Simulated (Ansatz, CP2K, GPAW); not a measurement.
## One calculation of Mg, 3 ways

```xyz
1
Lattice="3.0705 0.0000 0.0000 -1.0235 2.8949 0.0000 -1.0235 -1.4475 2.5071" Properties=species:S:1:pos:R:3 pbc="T T T"
Mg    0.0000    0.0000    0.0000
```

This isn't the form of Mg at room conditions, which is hcp.

Alike in all runs: task single point; functional LDA; k mesh 11 × 11 × 11; occupations gaussian, width 0.02 eV; no spin polarisation; no spin-orbit coupling. LDA stands for any of its common fits. Pressure is positive in compression and, in plane waves, holds the error of the finite cutoff.

| program and potentials | plane-wave cutoff (eV) | notes | pressure (GPa) |
| --- | --- | --- | --- |
| CP2K, GTH_POTENTIALS Mg GTH-PADE-q10; TZVP-MOLOPT-PBE-GTH basis | - | atomic basis | -0.20 |
| Ansatz, all-electron LAPW, scalar-relativistic | - | - | -1.28 |
| GPAW, the program's PAW data sets (release 1.2.1) made for this functional | 800 | - | -1.32 |

The pressure spans -1.32 (GPAW, the program's PAW data sets (release 1.2.1) made for this functional) to -0.20 GPa (CP2K, GTH_POTENTIALS Mg GTH-PADE-q10; TZVP-MOLOPT-PBE-GTH basis), with all-electron results at -1.28. Rows in atomic bases carry the error of their basis and grid, which can be large.

The functional is the same throughout but for its coding, so the spread measures potentials, basis and numerics; runs on potential files found faulty are left out.
